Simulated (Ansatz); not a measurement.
GdN in the rocksalt structure

Level of theory: DFT, PBE, scalar-relativistic, collinear spin; plane waves to 420 eV with PAW datasets (Ansatz 0.2.0), Γ-centred 12×12×12 mesh, 0.05 eV Gaussian smearing. The datasets are Ansatz's generated set soft_2.

```
Gd N
1.0
     0.00000    2.49280    2.49280
     2.49280    0.00000    2.49280
     2.49280    2.49280    0.00000
Gd N
1 1
Direct
  0.50000 0.50000 0.50000
  0.00000 0.00000 0.00000
```

The start was a prototype's sites filled with these elements; the Crystallography Open Database holds the compound in this structure.

Magnetic state: ferromagnetic, site spin moments Gd 6.86; N -0.09 μB.

The run above is the reference. The same cell was run again with other input settings; several of them aren't fit for production, so the rows show the settings' effect and aren't properties of the material.

```tsv
keys changed	outcome	ΔE (meV/atom)	P (GPa)	gap on the mesh (eV)	cell moment (μB)	largest force component (eV/Å)	SCF iterations	rough core-seconds	new warnings
none (reference)	converged	0.0	-0.1	metal	7.00	0.000	–	–	–
basis.ecutwfc: 420 → "400 eV"; hamiltonian.hubbard: {"sites": [{"species": "Gd", "l": "f", "u_eff": 2.0}], "double_counting": "amf"}; scf.occupations.method: "gaussian" → "cold"; scf.occupations.width: 0.05 → 0.025	converged	–	-0.1	metal	7.00	0.000	13	10	cutoff below recommended; filled band counts differ across k points
scf.initial_density.chi_scale: 0.3; kpoints.mp_grid.grid: [12, 12, 12] → [18, 18, 18]	converged	0.1	-0.2	metal	7.00	0.000	11	16	–
scf.occupations.width: 0.05 → 0.2; scf.lower_state_search: "standard"	converged	0.0	-0.2	metal	7.00	0.000	11	6	–
scf.mixing.preconditioner: "kerker_dos"	converged	0.0	-0.1	metal	7.00	0.000	12	7	–
basis.xc_grid: 3; scf.convergence.dr2_threshold: 1e-05	converged	0.0	-0.1	metal	7.00	0.000	11	7	force scf threshold loose; stress scf threshold loose
```

ΔE is the energy with the smearing extrapolated to zero. It is left out where the change alters the Hamiltonian or the spin treatment. The varied runs start from atomic densities (corrected by the program's trained start where that serves), with the default search for lower states unless a row changes it, while the reference went on from a saved state, so a magnet may end in another state whatever the setting.

Task: What happens with these changes: kpoints.mp_grid.grid: [12, 12, 12] → [15, 15, 15]; basis.ecutwfc: 420 → "22.0 Ry"?

Result: outcome converged, ΔE (meV/atom) 259.0, P (GPa) 0.8, gap on the mesh (eV) metal, cell moment (μB) 7.00, largest force component (eV/Å) 0.000, SCF iterations 12, rough core-seconds 8, new warnings cutoff below recommended.

Around-mean-field double counting counts from each spin's mean occupation, so it hardly shifts a half-filled, fully polarised shell: those rows don't show that a U is idle.

2 further runs (cut off, refused for memory, with changed atoms or starts, or in doubt) are left out.

Of the reference: Exchange splits the half-filled 4f shell away from the Fermi level; the metal comes from a small overlap of other bands, which can be the functional's gap error. These numbers lack spin–orbit coupling. The run wasn't fully tested for a lower electronic state. Site moments are of spin, integrated over atomic spheres.
